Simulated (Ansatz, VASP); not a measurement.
One calculation of Rb, two programs

```
CELL_PARAMETERS angstrom
0.00000 2.67899 2.67899
2.67899 0.00000 2.67899
2.67899 2.67899 0.00000
ATOMIC_POSITIONS crystal
Rb 0.00000 0.00000 0.00000
```

Alike in both runs: functional PBE; k mesh 12 × 12 × 12; occupations fermi-dirac, width 0.08 eV; no spin polarisation.

Ansatz relaxed the structure, and its values are those at the end. VASP's run is a single point on that final structure, the one shown.

|  | VASP | Ansatz |
| --- | --- | --- |
| version | VASP 6.6.1 | Ansatz 0.2.0 |
| potentials or method | VASP PAW PBE potentials, release 64 (Rb_sv) | PAW with Ansatz's default frozen-core files, scalar-relativistic |
| plane-wave cutoff (eV) | 520 | 420 |
| valence electrons in the cell | 9 | 9 |

```csv
,VASP,Ansatz,Ansatz less VASP
pressure (GPa),10.0,10.0,-0.03
```
